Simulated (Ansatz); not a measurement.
# AlNi (Pm-3m) in Ansatz: reference runs

Reference runs on AlNi: the cell as given and a disturbed copy.

Everything below comes from runs of Ansatz 0.2.0. Logs are shortened: lines on timing, memory, paths and dates and some standing lists are left out, and cuts for length are marked.

## (1) The structure

Symmetry: Pm-3m, No. 221, cubic system. The conventional cell has a = 2.881 Å, b = 2.881 Å, c = 2.881 Å, α = 90.00°, β = 90.00°, γ = 90.00°. Ni (site symmetry m-3m) has 8 Al at 2.50 Å as nearest neighbours. Around Al (site symmetry m-3m) lie 8 Ni at 2.50 Å.

## (2) Single point, PBE, collinear spin, ferromagnetic start

input.yaml reads:

```yaml
crystal:
  lattice:
    - [2.881, 0.0, 0.0]
    - [0.0, 2.881, 0.0]
    - [0.0, 0.0, 2.881]
  atoms:
    - { symbol: Ni, position: [0.5, 0.5, 0.5], spin: 1.0 }
    - { symbol: Al, position: [0.0, 0.0, 0.0] }
hamiltonian:
  xc: pbe
  pseudopotentials: { kind: paw }
magnetization:
  spin_polarized: true
kpoints:
  mp_grid: { grid: [9, 9, 9] }
scf:
  occupations: { method: fermi_dirac, width: 0.05 }
output:
  forces: true
  stress: true
  eigenvalues: true
  write_density: true
  write_potential: true
  elf: true
  volumetric_format: npy
```

Potentials or basis: Ansatz PAW.

The run is started by

```console
ansatz run input.yaml --threads 2 --pin off --max-ram 5120MiB --backend cpu --events-out ev --progress --plain --runs-dir out
```

Standard output:

```text
Warning: RAYON_NUM_THREADS=2 ignored (pool sized by the plan → 2); use --threads N
Engine: ansatz 0.2.0, aarch64-unknown-linux-gnu
Pseudopotentials: kind: paw
Pseudopotential: Ni, paw, valence charge 18, recommended cutoff 420 eV (normal), Ni.paw.azcp
Pseudopotential: Al, paw, valence charge 3, recommended cutoff 420 eV (normal), Al.paw.azcp
Functional definition: PBE
  parameter kappa = 0.804
  parameter beta = 0.06672455060314922
  exchange = pbe_x(kappa = kappa, mu = beta*pi^2/3)
  correlation = pbe_c(beta = beta)
Crystal: 2 atoms, lattice volume = 23.913 Å³
Basis set: ecut = 420 eV, 461 PW (Γ), exchange–correlation on 40×40×40 points (8 copies of the dense FFT grid, shifted against one another)
Bands: 15, of which v1, the nominal top of the filled ones, is band 11 counted from 1 (10 counted from 0)
Symmetry: 48 space group operations
Space group: Pm-3m (ITA 221), of the structure as read, at distance tolerance 2.9e-5 Å
Magnetic group: BNS 221.92 (UNI 1594), of the structure as read, at distance tolerance 2.9e-5 Å
k-points: 35 of 729
Non-local potential: Ni, projectors of the file, l = 0: 3, l = 1: 2, l = 2: 3, l = 3: 1
Non-local potential: Al, projectors of the file, l = 0: 2, l = 1: 2, l = 2: 1
PAW form: soft (Blöchl's): semilocal exchange-correlation on the pseudo side does not see the compensation charge
PAW one-centre angular grid: Ni, 590 points (default); XC on 64 Gauss nodes
PAW one-centre angular grid: Al, 110 points (default); XC on 64 Gauss nodes
Initial density: superposition of atomic densities (chi_scale 0.1, normalization cell)
Starting moments: Σ|m| = 1 μB on 1 of 2 sites
Initial wavefunctions: pseudopotential atomic-orbital guess
Functional: x = pbe(κ = 0.804, μ = 0.2195149727645171), c = pbe(β = 0.06672455060314922)
iter 1 solved again at ethr=2.47e-3 eV; its pass at ethr=3.10e-3 eV (dr2=5.19e-1 eV) is discarded
SCF iter   1: F=—  HF=-6377.230989 eV  |F-HF|=—  |Δ(HF+E_count)|=         —  Δρ=9.57e-2 (↑9.57e-2 ↓5.12e-2)  dr2=5.19e-1  dr2_m=1.11e0  M=0.210 μB ∫|m|=0.256 μB  β_m=0.30  ethr=2.47e-3  ⟨swp⟩=1.0  Hψ=6356  notcnv=0
Mixer restart at iter 1: flushing history
preconditioner: auto → none  [metal: Δε(μ)=0.027 eV  Ē_g=9.164 eV  σ=0.050 eV  W_gap=0.13  n_scr=6 (ndim 8)  ℏωp=27.4 eV  f_vac=0.000  D(μ)=1.50/eV (n_scr^D=18)  sad-step TF]
SCF iter   2: F=—  HF=-6377.219491 eV  |F-HF|=—  |Δ(HF+E_count)|=   1.15e-2  Δρ=8.19e-2 (↑4.48e-2 ↓8.19e-2)  dr2=4.34e-1  dr2_m=8.45e-1  M=0.099 μB ∫|m|=0.140 μB  β_m=0.58  ethr=2.47e-3  ⟨swp⟩=2.2  Hψ=1683  notcnv=0
SCF iter   3: F=—  HF=-6378.271899 eV  |F-HF|=—  |Δ(HF+E_count)|=    1.05e0  Δρ=4.79e-2 (↑4.79e-2 ↓1.97e-2)  dr2=1.31e-1  dr2_m=2.42e-1  M=0.058 μB ∫|m|=0.087 μB  β_m=0.72  ethr=2.06e-3  ⟨swp⟩=3.0  Hψ=2432  notcnv=0  defer=12
SCF iter   4: F=—  HF=-6378.536246 eV  |F-HF|=—  |Δ(HF+E_count)|=   2.64e-1  Δρ=1.20e-2 (↑1.20e-2 ↓2.94e-3)  dr2=3.05e-2  dr2_m=6.00e-3  M=-0.005 μB ∫|m|=0.006 μB  β_m=0.75  ethr=6.25e-4  ⟨swp⟩=2.2  Hψ=1897  notcnv=0  defer=17
SCF iter   5: F=—  HF=-6378.528626 eV  |F-HF|=—  |Δ(HF+E_count)|=   7.62e-3  Δρ=5.82e-3 (↑3.36e-3 ↓5.82e-3)  dr2=1.36e-2  dr2_m=3.41e-4  M=0.004 μB ∫|m|=0.007 μB  β_m=0.80  ethr=1.45e-4  ⟨swp⟩=1.0  Hψ=1092  notcnv=0  defer=17
SCF iter   6: F=—  HF=-6378.528244 eV  |F-HF|=—  |Δ(HF+E_count)|=   3.82e-4  Δρ=2.01e-3 (↑6.80e-4 ↓2.01e-3)  dr2=3.26e-4  dr2_m=3.92e-4  M=0.002 μB ∫|m|=0.004 μB  β_m=0.88  ethr=6.47e-5  ⟨swp⟩=2.3  Hψ=1622  notcnv=0  defer=18
SCF iter   7: F=—  HF=-6378.528295 eV  |F-HF|=—  |Δ(HF+E_count)|=   5.17e-5  Δρ=5.03e-4 (↑3.17e-4 ↓5.03e-4)  dr2=5.70e-6  dr2_m=3.67e-5  M=0.001 μB ∫|m|=0.001 μB  β_m=0.94  ethr=1.55e-6  ⟨swp⟩=2.0  Hψ=1341  notcnv=0  defer=18
SCF iter   8: F=—  HF=-6378.528321 eV  |F-HF|=—  |Δ(HF+E_count)|=   2.53e-5  Δρ=8.09e-5 (↑1.59e-5 ↓8.09e-5)  dr2=1.04e-6  dr2_m=4.77e-7  M=0.000 μB ∫|m|=0.000 μB  β_m=0.88  ethr=2.71e-8  ⟨swp⟩=2.0  Hψ=1427  notcnv=0  defer=18
SCF iter   9: F=—  HF=-6378.528321 eV  |F-HF|=—  |Δ(HF+E_count)|=   6.15e-8  Δρ=2.13e-5 (↑2.13e-5 ↓1.87e-5)  dr2=2.92e-7  dr2_m=7.21e-10  M=0.000 μB ∫|m|=0.000 μB  β_m=0.89  ethr=4.96e-9  ⟨swp⟩=2.0  Hψ=1483  notcnv=0  defer=18
SCF iter  10: F=—  HF=-6378.528321 eV  |F-HF|=—  |Δ(HF+E_count)|=   5.96e-8  Δρ=8.29e-6 (↑8.29e-6 ↓6.62e-6)  dr2=3.96e-8  dr2_m=1.88e-10  M=0.000 μB ∫|m|=0.000 μB  β_m=0.95  ethr=1.39e-9  ⟨swp⟩=2.1  Hψ=1345  notcnv=0  defer=18
SCF iter  11: F=-6378.528321 eV  HF=-6378.528321 eV  |F-HF|=7.40e-10  |Δ(HF+E_count)|=   3.16e-9  Δρ=1.21e-6 (↑1.21e-6 ↓9.56e-7)  dr2=8.02e-10  dr2_m=4.27e-12  M=0.000 μB ∫|m|=0.000 μB  ethr=1.89e-10  ⟨swp⟩=6.2  Hψ=5585  notcnv=0
SCF 1 converged in 11 iterations: F = -6378.528321 eV  dr2 = 8.02e-10
WARN: the starting moments were not kept: the SCF closed with an absolute magnetisation of 1.8e-6 μB, where they sum to 1 μB in size (1 site). That is at most 0.1 of that sum. Measured as dr2_m measures the in/out step, that magnetisation stands 4.9e-12 eV from none, at or under the dr2_threshold of 1.0e-7 eV: it is no larger than a step whose dr2_m would equal this threshold. The system may hold no moment; this SCF shows only that its start led to no more than that. To try another start: raise the starting moments (crystal.atoms[].spin, magnetization.per_species, magnetization.initial_magnetization, or on a non-collinear deck that types none of these the spinor_matrix: blocks that start its atoms; where the total moment is fixed, keep their sum and leave initial_magnetization as it is; typed ones take the place of any that the run laid by itself, positive ones on a crystal's lanthanoids without a Hubbard term where scf.initial_density.shell_occupations: [] is typed) or, if the notice of its spin-set hold's release reads "site moments contracting" or "site moments show no strong build", lengthen the hold (scf.mixing.spin_hold: { on: { confirm: 4 } }; for m-r²SCAN on two components see the key's manual first). Each may lead to a state that holds a moment. A second SCF, from the converged charge density, with the starting moments and any scf.initial_density.shell_occupations laid on it anew, would have followed, and was not run: the deck does not ask for one (magnetization.retry_lost_moments is false, the default). To let it run, set magnetization.retry_lost_moments: true and run the deck again, where that key's refused combinations let it; where memory then withholds it, that run's warning says so.
SCF converged after 11 iterations
Magnetization: 0.0000 μB (10.5000 up, 10.5000 down)
Absolute magnetization: 0.0000 μB (∫|ρ↑−ρ↓|, with the PAW one-centre terms)
Spin contamination: 0.0000 ħ² per cell (⟨S²⟩ above its minimum at these occupations)
Per-site moments (μB) at R_I (Å): [(1.067957854744593e-6, 1.0291954151749743), (1.8706164265861559e-7, 1.0291954151749743)]
Free energy (F): -6378.528321 eV
Harris-Foulkes:  -6378.528321 eV  (|F-HF|=7.40e-10)
Internal energy: -6378.521703 eV  (E = F + TS)
E sigma→0 (E₀):  -6378.525012 eV
Entropy (-TS):   -0.006618 eV (-3.309 meV/atom)
Fermi energy:    13.987615 eV
--- Per-component energies (eV) ---
  E_band       = -336.484899
  E_kinetic    = 310.986979
  E_local      = -4446.230642  (includes V_loc(G=0)·N_el)
  E_nonlocal   = 647.530484
  E_hartree    = 1913.297185
  E_xc         = -126.300417
  E_vxc        = -140.659255  (∫ρ·V_xc dr)
  E_paw        = -2100.191405  (= ΣΔE_a)
  E_vpaw       = -534.709820  (= ΣTr[D̂ρ^β])
  E_aug_tail   = 0.000487  (compensation charges beyond the density's cutoff)
  E_ewald      = -2577.614375
  E_smearing   = -0.006618  (= −TS)
  E_closure    = -0.000000  (closes the sum)
  Σ components = -6378.528321   (vs F -6378.528321, Δ=0.00e0)
--- Forces (eV/Å), atoms counted from 1 ---
  atom   1  Ni     0.00000000     0.00000000    -0.00000000
  atom   2  Al    -0.00000000     0.00000000    -0.00000000
  max |Σ_I F_I| component: 4.37e-30 eV/Å
--- Stress (GPa, compression-positive) ---
        1.953059       0.000000       0.000000
        0.000000       1.953059       0.000000
        0.000000       0.000000       1.953059
  P = ⅓ Tr σ = 1.9531 GPa (19.531 kbar)
--- Band table (eV; the first three rows and the last of 70) ---
  k-point 0 ↑: bands = ["-89.3422", "-49.7433", "-49.7433", "-49.7433", "2.8221", "10.7396", "10.7396", "12.4414", "12.4414", "12.4414", "19.4641", "19.4641", "19.4641", "22.0676", "22.0676"]
  k-point 1 ↑: bands = ["-89.3420", "-49.7460", "-49.7431", "-49.7431", "3.0493", "10.7153", "10.7924", "12.3454", "12.3454", "12.4517", "17.6057", "19.7612", "19.7612", "22.0795", "23.6699"]
  k-point 2 ↑: bands = ["-89.3416", "-49.7528", "-49.7426", "-49.7426", "3.7225", "10.4855", "10.9297", "12.1205", "12.1205", "12.4781", "15.2661", "20.5928", "20.5928", "22.1134", "25.2718"]
  k-point 34 ↓: bands = ["-89.3381", "-49.7615", "-49.7615", "-49.7615", "9.7049", "9.9415", "9.9415", "12.8599", "12.8599", "14.7012", "15.9156", "15.9156", "17.5772", "18.8323", "18.8323"]
```

rho_z.tsv:

```text
# z_ang	rho[e/angstrom^3]	rho_spin[e/angstrom^3]
# format = ansatz-planar-average/11
# lattice	2.881000000	0.000000000	0.000000000
# lattice	0.000000000	2.881000000	0.000000000
# lattice	0.000000000	0.000000000	2.881000000
# sites	2
# site	28	1.440500000	1.440500000	1.440500000
# site	13	0.000000000	0.000000000	0.000000000
0.000000	2.030058e-1	4.741057e-8
0.144050	2.071434e-1	4.553313e-8
0.288100	2.197025e-1	3.849470e-8
0.432150	2.436015e-1	2.895043e-8
0.576200	2.841003e-1	1.662794e-8
0.720250	3.674989e-1	7.532583e-9
[... 12 lines left out ...]
2.592900	2.197025e-1	3.849470e-8
2.736950	2.071434e-1	4.553313e-8
```

v_z.tsv:

```text
# z_ang	v_es[eV]	v_tot_up[eV]	v_tot_dn[eV]
# format = ansatz-planar-average/11
# xc	pbe
# density_cutoff_ev	1680
# datasets	Ni=:simpson_from_first_knot:soft	Al=:simpson_from_first_knot:soft
# lattice	2.881000000	0.000000000	0.000000000
# lattice	0.000000000	2.881000000	0.000000000
# lattice	0.000000000	0.000000000	2.881000000
# sites	2
# site	28	1.440500000	1.440500000	1.440500000
# site	13	0.000000000	0.000000000	0.000000000
0.000000	8.217605e0	-3.037724e0	-3.037723e0
0.144050	8.178402e0	-3.031365e0	-3.031364e0
0.288100	8.066534e0	-2.985087e0	-2.985086e0
0.432150	7.981987e0	-2.845094e0	-2.845093e0
0.576200	7.876154e0	-2.877961e0	-2.877960e0
0.720250	7.339188e0	-3.760218e0	-3.760217e0
[... 12 lines left out ...]
2.592900	8.066534e0	-2.985087e0	-2.985086e0
2.736950	8.178402e0	-3.031365e0	-3.031364e0
```

It took 1.3 s on 2 threads of Arm Neoverse V2, shared host; peak memory 0.29 GiB.

Results:

| Quantity | Value |
| --- | --- |
| Free energy | -6378.5283 eV |
| Pressure | 2.0 GPa |
| Band gap on the k mesh | none (metal or under the smearing width) |
| Net moment | 0.00 μB per cell |
| Absolute moment | 0.00 μB per cell |

Caveat: the starting moments weren't kept.

## (3) Single point, PBE, collinear spin, ferromagnetic start (atoms moved at random, drawn with an rms of 0.05 Å)

input.yaml reads:

```yaml
crystal:
  lattice:
    - [2.881, 0.0, 0.0]
    - [0.0, 2.881, 0.0]
    - [0.0, 0.0, 2.881]
  atoms:
    - { symbol: Ni, position: [0.498974, 0.474523, 0.498153], spin: 1.0 }
    - { symbol: Al, position: [0.00605, 0.010975, -0.002286] }
hamiltonian:
  xc: pbe
  pseudopotentials: { kind: paw }
magnetization:
  spin_polarized: true
kpoints:
  mp_grid: { grid: [9, 9, 9] }
scf:
  occupations: { method: fermi_dirac, width: 0.05 }
output:
  forces: true
  stress: true
  eigenvalues: true
```

Potentials or basis: Ansatz PAW.

The run is started by

```console
ansatz run input.yaml --threads 2 --pin off --max-ram 5120MiB --backend cpu --events-out ev --progress --plain --runs-dir out
```

Run time: 13 s. Hardware: 2 threads of Arm Neoverse V2, shared host; peak memory 0.55 GiB.

The run converged. Its results:

| Quantity | Value |
| --- | --- |
| Free energy | -6378.4943 eV |
| Pressure | 2.7 GPa |
| Largest force | 0.638 eV/Å |
| Band gap on the k mesh | none (metal or under the smearing width) |
| Net moment | 0.00 μB per cell |
| Absolute moment | 0.00 μB per cell |

Forces on the atoms (eV/Å):
```
Ni   0.126  0.625 -0.008
Al  -0.126 -0.625  0.008
```

Stress tensor (GPa, compression positive):
```
 2.90  0.31  0.00
 0.31  2.31 -0.02
 0.00 -0.02  2.92
```

Levels at points of the mesh, in eV from the Fermi level:
Spin up:
| k point | band 7 | band 8 | band 9 | band 10 | band 11 | band 12 | band 13 | band 14 | band 15 |
| --- | --- | --- | --- | --- | --- | --- | --- | --- | --- |
| (0.00, 0.00, 0.00) | -3.25 | -1.56 | -1.55 | -1.55 | 5.48 | 5.48 | 5.49 | 8.10 | 8.10 |
Spin down:
| k point | band 9 | band 10 | band 11 | band 12 | band 13 | band 14 |
| --- | --- | --- | --- | --- | --- | --- |
| (0.00, 0.00, 0.00) | -1.55 | -1.55 | 5.48 | 5.48 | 5.49 | 8.10 |

Caveat: the starting moments weren't kept.
